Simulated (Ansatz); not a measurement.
## TiTe and the effect of the Hubbard U on Ti d

The structure is cubic, space group Fm-3m (No. 225). Conventional cell: a = 6.100 Å, b = 6.100 Å, c = 6.100 Å, α = 90.00°, β = 90.00°, γ = 90.00°. Ti (site symmetry m-3m) is surrounded by 6 Te at 3.05 Å. Te (site symmetry m-3m) has 6 Ti at 3.05 Å as nearest neighbours.

The cell comes from a database or a generator and needn't be the stable form of this composition.

Kept alike: task band structure; functional r2SCAN; k mesh 8 × 8 × 8; occupations fermi-dirac, width 0.05 eV; no spin polarisation. Program: Ansatz, Ansatz PAW, cutoff 500 eV. The mesh is that of the run's cell of 2 atoms. No spin-orbit coupling.

| run | pressure (GPa) |
| --- | --- |
| A | -7.21 |
| B | -9.70 |
| C | -4.61 |
| D | -8.06 |
| E | -10.62 |
| F | -6.34 |
| G | -8.89 |
| H | -11.40 |

Pressure is positive in compression, with a Pulay correction for the finite cutoff. U acts here on a shell without spin polarisation. For a metal such a mesh leaves the last digits unconverged. How U acts hangs on the program's projectors. All rows use potentials made for PBE. U is the effective U - J on orthogonalised atomic projectors. Double counting: fully localised limit (the default).

The runs differ in the Hubbard U on Ti d alone: 0; 1; 2; 3; 4; 5; 6; 8 eV. Which run is which?

Run A is 5 eV; run B is 2 eV; run C is 8 eV; run D is 4 eV; run E is 1 eV; run F is 6 eV; run G is 3 eV; run H is 0 eV. The pressure rises from -11.40 to -4.61 GPa between 0 and 8 eV. U localises the shell and weakens its bonds, so the cell pushes outwards.
